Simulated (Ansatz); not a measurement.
# C: the cost of one run

Method: DFT PBE, scalar-relativistic, plane waves, PAW, in Ansatz 0.2.0.

### Step 1. Starting point

Symmetry: P-4n2, No. 118, tetragonal system. The conventional cell has a = 5.436 Å, b = 5.436 Å, c = 2.918 Å, α = 90.00°, β = 90.00°, γ = 90.00°. C (site symmetry 1) is surrounded by 3 C at 1.46 Å. C (site symmetry 2) is surrounded by 3 C at 1.45 to 1.46 Å.

As a file:

```xyz
12
Lattice="5.4365 0.0000 0.0000 0.0000 5.4365 0.0000 0.0000 0.0000 2.9178" Properties=species:S:1:pos:R:3 pbc="T T T"
C     1.7251    2.4414    0.0479
C     3.7114    2.9951    0.0479
C     2.4414    3.7114    2.8699
C     2.9951    1.7251    2.8699
C     4.4433    0.2769    1.5068
C     0.9931    5.1596    1.5068
C     5.1596    4.4433    1.4110
C     0.2769    0.9931    1.4110
C     3.2323    0.5141    0.7295
C     2.2041    4.9224    0.7295
C     0.5141    2.2041    2.1884
C     4.9224    3.2323    2.1884
```

The cell is invented: 3-connected net of one element (P-4n2, No. 118). Lengths come from tabulated atomic sizes and are only a guess.

### Step 2. The guess as it stands, on a coarse mesh

File input.yaml:

```yaml
crystal:
  lattice:
    - [5.43646569, 0.0, 0.0]
    - [0.0, 5.43646569, 0.0]
    - [0.0, 0.0, 2.91783174]
  atoms:
    - { symbol: C, position: [0.31731965, 0.44907193, 0.01642581] }
    - { symbol: C, position: [0.68268035, 0.55092807, 0.01642581] }
    - { symbol: C, position: [0.44907193, 0.68268035, 0.98357419] }
    - { symbol: C, position: [0.55092807, 0.31731965, 0.98357419] }
    - { symbol: C, position: [0.81731965, 0.05092807, 0.51642581] }
    - { symbol: C, position: [0.18268035, 0.94907193, 0.51642581] }
    - { symbol: C, position: [0.94907193, 0.81731965, 0.48357419] }
    - { symbol: C, position: [0.05092807, 0.18268035, 0.48357419] }
    - { symbol: C, position: [0.59456526, 0.09456526, 0.25] }
    - { symbol: C, position: [0.40543474, 0.90543474, 0.25] }
    - { symbol: C, position: [0.09456526, 0.40543474, 0.75] }
    - { symbol: C, position: [0.90543474, 0.59456526, 0.75] }
basis:
  ecutwfc: 420
kpoints:
  mp_grid: { grid: [4, 4, 6] }
hamiltonian:
  xc: pbe
scf:
  occupations: { method: gaussian, width: 0.1 }
  lower_state_search: "off"
output:
  forces: true
  stress: true
  eigenvalues: true
```

Run with:

```console
$ ansatz run input.yaml --threads 1 --pin off --max-ram 2560MiB --backend cpu --events-out ev --progress --plain --runs-dir out
```

**Question.** How long does this run take on 1 thread of Arm Neoverse V2, shared host, and how much memory does it need?

About 5.1 s, with a peak of 0.3 GiB.
